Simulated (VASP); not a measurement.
# InPd in VASP: further runs

The runs below take InPd through single point, relaxation of the atoms, with PBE.

Program: VASP 6.6.1. These are calculated values, not measurements. Logs are shortened: lines on timing, memory, paths and dates and some standing lists are left out, and cuts for length are marked.

### 1 The structure

The cell holds a slab with vacuum, 14 atoms: a = 4.675 Å, b = 4.675 Å, c = 27.404 Å, α = 90.00°, β = 90.00°, γ = 120.00°.

### 2 Single point, PBE

File INCAR:

```
SYSTEM = InPd
PREC     = Accurate       ! precision mode
ENCUT    = 520            ! plane-wave cutoff, eV
EDIFF    = 1E-6           ! SCF threshold, eV
ISMEAR   = 1              ! smearing method
SIGMA    = 0.1            ! smearing width, eV
LREAL    = .FALSE.        ! projectors in reciprocal space
LASPH    = .TRUE.         ! aspherical terms in the spheres
NELM     = 80             ! most SCF steps
ALGO     = Fast           ! electronic algorithm
ISIF     = 2              ! what is computed and relaxed
LWAVE    = .FALSE.        ! write WAVECAR
LCHARG   = .FALSE.        ! write CHGCAR
LDIPOL   = .TRUE.       
IDIPOL   = 3            
DIPOL    = 0.5 0.5 0.500
GGA      = PE             ! functional
LVHAR    = .TRUE.       
LVACPOTAV= .TRUE.       
ICORELEVEL= 1            
KPAR     = 4
```

File KPOINTS:

```
Automatic mesh
0
G
  9 9 1
  0 0 0
```

File POSCAR:

```
InPd
1.0
    4.6745457500      0.0000000000      0.0000000000
   -2.3372728800      4.0482753700      0.0000000000
    0.0000000000      0.0000000000     27.4044395300
Pd In
7 7
Direct
    0.3333333300      0.6666666700      0.2736782800
    0.0000000000      0.0000000000      0.3433157400
    0.6666666700      0.3333333300      0.4129531900
    0.3333333300      0.6666666700      0.4825906400
    0.0000000000      0.0000000000      0.5522280900
    0.6666666700      0.3333333300      0.6218655400
    0.3333333300      0.6666666700      0.6915029900
    0.6666666700      0.3333333300      0.3084970100
    0.3333333300      0.6666666700      0.3781344600
    0.0000000000      0.0000000000      0.4477719100
    0.6666666700      0.3333333300      0.5174093600
    0.3333333300      0.6666666700      0.5870468100
    0.0000000000      0.0000000000      0.6566842600
    0.6666666700      0.3333333300      0.7263217200
```

Potentials or basis: VASP PAW PBE potentials, release 64 (Pd, In_d).

Started as:

```sh
$ cat potpaw_PBE.64/Pd/POTCAR potpaw_PBE.64/In_d/POTCAR > POTCAR
$ mpirun -np 4 vasp_std > vasp.out
```

OUTCAR:

```text
SYSTEM = InPd
   PREC = Accurate
   ENCUT = 520
   EDIFF = 1E-6
   ISMEAR = 1
   LREAL = .FALSE.
   LASPH = .TRUE.
   NELM = 80
   ISIF = 2
   GGA = PE

 ion  position               nearest neighbor table
   1  0.333  0.667  0.274-   8 2.86   8 2.86   8 2.86   9 2.86   2 3.31   2 3.31   2 3.31
   2  0.000  0.000  0.343-  10 2.86   9 2.86   9 2.86   9 2.86   8 2.86   8 2.86   8 2.86   3 3.31
                             3 3.31   3 3.31   1 3.31   1 3.31   1 3.31
   3  0.667  0.333  0.413-  11 2.86  10 2.86  10 2.86  10 2.86   9 2.86   9 2.86   9 2.86   8 2.86
                             4 3.31   4 3.31   2 3.31   2 3.31   2 3.31   4 3.31
   4  0.333  0.667  0.483-  12 2.86  11 2.86  11 2.86  11 2.86  10 2.86  10 2.86  10 2.86   9 2.86
                             3 3.31   3 3.31   5 3.31   5 3.31   5 3.31   3 3.31
   5  0.000  0.000  0.552-  13 2.86  12 2.86  12 2.86  12 2.86  11 2.86  11 2.86  11 2.86  10 2.86
                             4 3.31   6 3.31   4 3.31   6 3.31   6 3.31   4 3.31
   6  0.667  0.333  0.622-  13 2.86  13 2.86  13 2.86  12 2.86  12 2.86  12 2.86  11 2.86  14 2.86
                             7 3.31   7 3.31   5 3.31   5 3.31   5 3.31   7 3.31
   7  0.333  0.667  0.692-  14 2.86  14 2.86  13 2.86  13 2.86  13 2.86  14 2.86  12 2.86   6 3.31
                             6 3.31   6 3.31
   8  0.667  0.333  0.308-   1 2.86   1 2.86   2 2.86   2 2.86   2 2.86   1 2.86   3 2.86   9 3.31
                             9 3.31   9 3.31
   9  0.333  0.667  0.378-   2 2.86   2 2.86   2 2.86   3 2.86   3 2.86   3 2.86   1 2.86   4 2.86
                             8 3.31   8 3.31  10 3.31  10 3.31  10 3.31   8 3.31
  10  0.000  0.000  0.448-   2 2.86   3 2.86   3 2.86   3 2.86   4 2.86   4 2.86   4 2.86   5 2.86
                             9 3.31  11 3.31  11 3.31   9 3.31   9 3.31  11 3.31
  11  0.667  0.333  0.517-   3 2.86   4 2.86   4 2.86   4 2.86   5 2.86   5 2.86   5 2.86   6 2.86
                            12 3.31  12 3.31  10 3.31  10 3.31  10 3.31  12 3.31
  12  0.333  0.667  0.587-   4 2.86   5 2.86   5 2.86   5 2.86   6 2.86   6 2.86   6 2.86   7 2.86
                            11 3.31  11 3.31  13 3.31  13 3.31  13 3.31  11 3.31
  13  0.000  0.000  0.657-   5 2.86   6 2.86   6 2.86   6 2.86   7 2.86   7 2.86   7 2.86  12 3.31
                            12 3.31  12 3.31  14 3.31  14 3.31  14 3.31
  14  0.667  0.333  0.726-   7 2.86   7 2.86   7 2.86   6 2.86  13 3.31  13 3.31  13 3.31

  LATTYP: Found a hexagonal cell.
 ALAT       =     4.6745457500
 C/A-ratio  =     5.8624818315

  Lattice vectors:

 A1 = (   4.6745457500,   0.0000000000,   0.0000000000)
 A2 = (  -2.3372728800,   4.0482753700,   0.0000000000)
 A3 = (   0.0000000000,   0.0000000000,  27.4044395300)

Analysis of symmetry for initial positions (statically):
=====================================================================
 Subroutine PRICEL returns:
 Original cell was already a primitive cell.

 Routine SETGRP: Setting up the symmetry group for a
 hexagonal supercell.

 Subroutine GETGRP returns: Found  6 space group operations
 (whereof  6 operations were pure point group operations)
 out of a pool of 24 trial point group operations.

The static configuration has the point symmetry C_3v.

Analysis of symmetry for dynamics (positions and initial velocities):
=====================================================================
 Subroutine PRICEL returns:
 Original cell was already a primitive cell.

 Routine SETGRP: Setting up the symmetry group for a
 hexagonal supercell.

 Subroutine GETGRP returns: Found  6 space group operations
 (whereof  6 operations were pure point group operations)
 out of a pool of 24 trial point group operations.

The dynamic configuration has the point symmetry C_3v.

 Subroutine INISYM returns: Found  6 space group operations
 (whereof  6 operations are pure point group operations),
 and found     1 'primitive' translations

----------------------------------------------------------------------------------------

                                     Primitive cell

  volume of cell :     518.5975

  direct lattice vectors                    reciprocal lattice vectors
     4.674545750  0.000000000  0.000000000     0.213924529  0.123509385  0.000000000
    -2.337272880  4.048275370  0.000000000     0.000000000  0.247018769  0.000000000
     0.000000000  0.000000000 27.404439530     0.000000000  0.000000000  0.036490438

  length of vectors
[... 105 lines left out ...]
   NUPDOWN=      -1.0000    fix difference up-down
   EMIN   =  10.00;   EMAX   =-10.00  energy-range for DOS
   EFERMI =   0.00;   METHOD = LEGACY
   ISMEAR =     1;   SIGMA  =   0.10  broadening in eV -4-tet -1-fermi 0-gaus
   EFERMI_NEDOS =   21; number of points for ismear=-14 and -15
   IALGO  =     68    algorithm
   IMIX   =      4    mixing-type and parameters
     AMIX     =   0.40;   BMIX     =  1.00
     AMIX_MAG =   1.60;   BMIX_MAG =  1.00
  volume/ion in A,a.u.               =      37.04       249.98
  Fermi-wavevector in a.u.,A,eV,Ry     =   1.108511  2.094782 16.718792  1.228797
  Thomas-Fermi vector in A             =   2.245039
   LORBIT       =      0    0 simple, 1 ext, 2 COOP (PROOUT), +10 PAW based schemes
   GGA     = PE    functional components
   LHFCALC =     F    Hartree Fock is set to
   AEXX    =    0.0000 exact exchange contribution
   IVDW    =     0    specifies the selected vdW correction
   LEPSILON=     F    determine dielectric tensor
   LRPA    =     F    only Hartree local field effects (RPA)
 non-spin polarized calculation
 RMM-DIIS sequential band-by-band and
 Methfessel and Paxton  Order N= 1 SIGMA  =   0.10
  energy-cutoff  :      520.00
  volume of cell :      518.60
 maximum number of plane-waves:     13991
 NGX is ok and might be reduce to    36
   NGX = 17   NGY = 17   NGZ =101

 dipolmoment           0.000000      0.000000     -0.010535 electrons x Angstroem

 number of electron     161.0000036 magnetization

 dipolmoment           0.000000      0.000000      0.007633 electrons x Angstroem

 Free energy of the ion-electron system (eV)
  ---------------------------------------------------
  ext. energy  EPLUGINS =         0.00000000
  ---------------------------------------------------
  free energy    TOTEN  =       -58.77262593 eV

  energy without entropy =      -58.76862768  energy(sigma->0) =      -58.77129318

 the core state eigenenergies are
   1-  1s -24156.8713  2s  -3523.1335  2p  -3157.8914  3s   -631.6369  3p   -511.6337
       3d   -321.1639  4s    -80.8621  4p    -46.6352
   2-  1s -24157.7811  2s  -3524.0957  2p  -3158.8514  3s   -632.5475  3p   -512.5445
       3d   -322.0831  4s    -81.6631  4p    -47.4082
   3-  1s -24157.9526  2s  -3524.2849  2p  -3159.0387  3s   -632.7480  3p   -512.7449
       3d   -322.2833  4s    -81.8881  4p    -47.6381
   4-  1s -24157.9052  2s  -3524.2365  2p  -3158.9900  3s   -632.7095  3p   -512.7064
       3d   -322.2436  4s    -81.8704  4p    -47.6252
   5-  1s -24157.8881  2s  -3524.2192  2p  -3158.9727  3s   -632.6928  3p   -512.6896
       3d   -322.2268  4s    -81.8550  4p    -47.6102
   6-  1s -24157.8628  2s  -3524.1941  2p  -3158.9477  3s   -632.6637  3p   -512.6606
       3d   -322.1982  4s    -81.8173  4p    -47.5703
   7-  1s -24157.7916  2s  -3524.1082  2p  -3158.8645  3s   -632.5461  3p   -512.5431
       3d   -322.0833  4s    -81.6356  4p    -47.3762
   8-  1s -27740.8290  2s  -4147.3303  2p  -3721.3131  3s   -781.2724  3p   -641.8270
       3d   -425.4961  4s   -112.5764  4p    -71.0515
   9-  1s -27741.0594  2s  -4147.5659  2p  -3721.5471  3s   -781.5277  3p   -642.0821
       3d   -425.7493  4s   -112.8636  4p    -71.3423
  10-  1s -27741.1704  2s  -4147.6783  2p  -3721.6592  3s   -781.6399  3p   -642.1942
       3d   -425.8615  4s   -112.9749  4p    -71.4533
  11-  1s -27741.2113  2s  -4147.7193  2p  -3721.7003  3s   -781.6805  3p   -642.2348
       3d   -425.9022  4s   -113.0151  4p    -71.4935
  12-  1s -27741.1481  2s  -4147.6562  2p  -3721.6372  3s   -781.6176  3p   -642.1719
       3d   -425.8393  4s   -112.9523  4p    -71.4308
  13-  1s -27741.0159  2s  -4147.5248  2p  -3721.5064  3s   -781.4776  3p   -642.0320
       3d   -425.7004  4s   -112.7990  4p    -71.2760
  14-  1s -27740.8320  2s  -4147.3307  2p  -3721.3151  3s   -781.2585  3p   -641.8133
       3d   -425.4837  4s   -112.5442  4p    -71.0188

 E-fermi :   2.6068     XC(G=0):  -6.6102

 val. band max:        2.5703990701   @ k =   0.2222   0.2222   0.0000
 cond. band min:       2.6146305183   @ k =   0.1111   0.1111   0.0000
 fundamental gap:      0.0442314482
 Fermi energy:         2.6068474811

 k-point     1 :       0.0000    0.0000    0.0000
  band No.  band energies     occupation
      1     -12.2688      2.00000
      2     -12.2688      2.00000
      3     -12.1817      2.00000
      4     -12.1720      2.00000
      5     -12.1720      2.00000
      6     -12.1192      2.00000
[... 1129 lines left out ...]
     91       6.8384      0.00000
     92       7.7717      0.00000
 [bands above 92 left out]

------------------------ aborting loop because EDIFF is reached ----------------------------------------

  FORCE on cell =-STRESS in cart. coord.  units (eV):
  Direction    XX          YY          ZZ          XY          YZ          ZX
  --------------------------------------------------------------------------------------
  -------------------------------------------------------------------------------------
  Total       -5.0341291     -5.0341291     -1.8460666      0.0000000      0.0000000      0.0000000
  in kB      -15.5526553    -15.5526553     -5.7033177      0.0000000      0.0000000      0.0000000
  external PRESSURE =     -12.2695428 kB  Pullay stress =       0.0000000 kB

 VOLUME and BASIS-vectors are now :
 -----------------------------------------------------------------------------
  energy-cutoff  :      520.00
  volume of cell :      518.60
      direct lattice vectors                 reciprocal lattice vectors
     4.674545750  0.000000000  0.000000000     0.213924529  0.123509385  0.000000000
    -2.337272880  4.048275370  0.000000000     0.000000000  0.247018769  0.000000000
     0.000000000  0.000000000 27.404439530     0.000000000  0.000000000  0.036490438

 POSITION                                       TOTAL-FORCE (eV/Angst)
 -----------------------------------------------------------------------------------
     -0.00000      2.69885      7.50000         0.000000      0.000000      1.314484
      0.00000      0.00000      9.40838         0.000000      0.000000     -0.079967
      2.33727      1.34943     11.31675        -0.000000      0.000000      0.090139
     -0.00000      2.69885     13.22513         0.000000     -0.000000      0.077195
      0.00000      0.00000     15.13350         0.000000      0.000000     -0.170184
      2.33727      1.34943     17.04188        -0.000000      0.000000     -0.329938
     -0.00000      2.69885     18.95025        -0.000000     -0.000000     -0.329272
      2.33727      1.34943      8.45419         0.000000      0.000000     -0.834506
     -0.00000      2.69885     10.36256        -0.000000     -0.000000     -0.357775
      0.00000      0.00000     12.27094         0.000000      0.000000     -0.241306
      2.33727      1.34943     14.17931        -0.000000      0.000000      0.029007
     -0.00000      2.69885     16.08769         0.000000      0.000000      0.238428
      0.00000      0.00000     17.99606         0.000000      0.000000      0.397578
      2.33727      1.34943     19.90444         0.000000     -0.000000      0.196116
 -----------------------------------------------------------------------------------
    total drift:                               -0.000002      0.000001     -0.000540

  FREE ENERGIE OF THE ION-ELECTRON SYSTEM (eV)
  ---------------------------------------------------
  free  energy   TOTEN  =       -58.7726259255 eV

  energy  without entropy=      -58.7686276751  energy(sigma->0) =      -58.77129318

 vacuum level on the upper side and lower side of the slab         7.020         6.947
```

Wall time 4.9 min (4 MPI ranks of Intel Xeon 6975P-C (Granite Rapids), shared host); peak memory 0.88 GiB.

Results:

| Quantity | Value |
| --- | --- |
| Free energy | -58.7726 eV |
| Largest force | 1.314 eV/Å |
| Band gap on the k mesh | none (metal or under the smearing width) |
| Work function of the upper face | 4.41 eV |
| Work function of the lower face | 4.34 eV |

Forces in eV/Å, atoms in the order of the input:
```
Pd   0.000  0.000  1.314
Pd   0.000  0.000 -0.080
Pd   0.000  0.000  0.090
Pd   0.000  0.000  0.077
Pd   0.000  0.000 -0.170
Pd   0.000  0.000 -0.330
Pd   0.000  0.000 -0.329
In   0.000  0.000 -0.835
In   0.000  0.000 -0.358
In   0.000  0.000 -0.241
In   0.000  0.000  0.029
In   0.000  0.000  0.238
In   0.000  0.000  0.398
In   0.000  0.000  0.196
```

Levels at points of the mesh, in eV from the Fermi level:
```tsv
k point	band 78	band 79	band 80	band 81	band 82	band 83	band 84	band 85
(0.00, 0.00, 0.00)	0.95	1.62	2.19	2.54	2.69	2.69	2.72	2.72
```

Core levels (eV, on the scale of the bands):
```csv
atom,levels
1 Pd,"1s -24156.9, 2s -3523.1, 2p -3157.9, 3s -631.6, 3p -511.6, 3d -321.2, 4s -80.9, 4p -46.6"
2 Pd,"1s -24157.8, 2s -3524.1, 2p -3158.9, 3s -632.5, 3p -512.5, 3d -322.1, 4s -81.7, 4p -47.4"
3 Pd,"1s -24158.0, 2s -3524.3, 2p -3159.0, 3s -632.7, 3p -512.7, 3d -322.3, 4s -81.9, 4p -47.6"
4 Pd,"1s -24157.9, 2s -3524.2, 2p -3159.0, 3s -632.7, 3p -512.7, 3d -322.2, 4s -81.9, 4p -47.6"
5 Pd,"1s -24157.9, 2s -3524.2, 2p -3159.0, 3s -632.7, 3p -512.7, 3d -322.2, 4s -81.9, 4p -47.6"
6 Pd,"1s -24157.9, 2s -3524.2, 2p -3158.9, 3s -632.7, 3p -512.7, 3d -322.2, 4s -81.8, 4p -47.6"
```

(Part 1 of 2 ends here.)
